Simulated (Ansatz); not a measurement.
The system is SrO.

```xyz
2
Lattice="0.0000 2.5663 2.5663 2.5663 0.0000 2.5663 2.5663 2.5663 0.0000" Properties=species:S:1:pos:R:3 pbc="T T T"
Sr    2.5663    2.5663    2.5663
O     0.0000    0.0000    0.0000
```

```yaml
Program: Ansatz 0.2.0
Task: relaxation of cell and atoms
Functional: RPBE
Dispersion: D3(BJ)
Potentials_or_basis: all-electron LAPW, scalar-relativistic
Basis_error_allowed: 0.001 eV/atom
k_mesh: 9 × 9 × 9
Occupations: fermi-dirac, width 0.05 eV
Spin: no spin polarisation
```

At the start: volume 16.90 Å³/atom.

Q: Where does the relaxation end?

A: Over 5 steps the energy falls by 111.2 meV/atom and the volume is 14.72 Å³/atom (-12.9 %); space group Fm-3m (No. 225, to 0.05 Å).

The path:
```tsv
step	energy change (eV)	largest force (eV/Å)	volume (Å³)
1	0.0000	0.0000	33.80
2	-0.2205	0.0000	29.10
3	-0.2223	0.0000	29.54
4	-0.2224	0.0000	29.45
5	-0.2224	0.0000	29.45
```

Final structure:
```
Sr O
1.0
     0.00000    2.45096    2.45096
     2.45096    0.00000    2.45096
     2.45096    2.45096    0.00000
Sr O
1 1
Direct
  0.50000 0.50000 0.50000
  0.00000 0.00000 0.00000
```

Caveat: the volume moved by -13 % from the deposited cell, more than functionals usually miss.
